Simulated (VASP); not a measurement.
The system is BaTiO3.

```
Ba Ti O
1.0
     4.00600    0.00000    0.00000
     0.00000    4.00600    0.00000
     0.00000    0.00000    4.00600
Ba Ti O
1 1 3
Cartesian
  2.0030 2.0030 2.0030
  0.0000 0.0000 0.0000
  0.0000 0.0000 2.0030
  0.0000 2.0030 0.0000
  2.0030 0.0000 0.0000
```

- Program: VASP 6.6.1
- Task: single point
- Functional: PBEsol
- Potentials or basis: VASP PAW PBE potentials, release 64 (Ba_sv, Ti_sv, O)
- Cutoff: 520 eV
- k mesh: 7 × 7 × 7
- Occupations: fermi-dirac, width 0.05 eV
- Spin: no spin polarisation

On this cell: pressure -2.8 GPa; largest force zero by symmetry; band gap on the k mesh 1.76 eV, indirect (least direct gap 1.84 eV).

The same run follows on a disturbed copy (atoms moved at random, drawn with an rms of 0.05 Å):

```
Ba Ti O
1.0
     4.00600    0.00000    0.00000
     0.00000    4.00600    0.00000
     0.00000    0.00000    4.00600
Ba Ti O
1 1 3
Direct
  0.49958 0.49322 0.50628
  0.00007 0.99796 0.98907
  0.00338 0.00764 0.49317
  0.00026 0.49397 0.00679
  0.50262 0.99346 0.00855
```

**Question.** What changes?

**Answer.** The energy moves by +7.1 meV/atom; pressure -2.8 GPa; largest force 0.735 eV/Å; band gap on the k mesh 1.76 eV, indirect (least direct gap 1.85 eV).

Forces on the atoms (eV/Å):
```
Ba   0.036  0.114 -0.287
Ti  -0.055  0.044  0.248
O   -0.028 -0.286  0.676
O    0.032  0.140 -0.302
O    0.015 -0.012 -0.335
```

Stress tensor (GPa, compression positive):
```
-2.75  0.02  0.03
 0.02 -2.71 -0.03
 0.03 -0.03 -2.94
```

Caveats: the PAW data sets were made with another functional, which shifts forces and pressure a little; spin-orbit coupling is left out, which moves the levels of the heavy elements; an odd mesh through Γ misses points on the zone boundary, where band edges often lie.
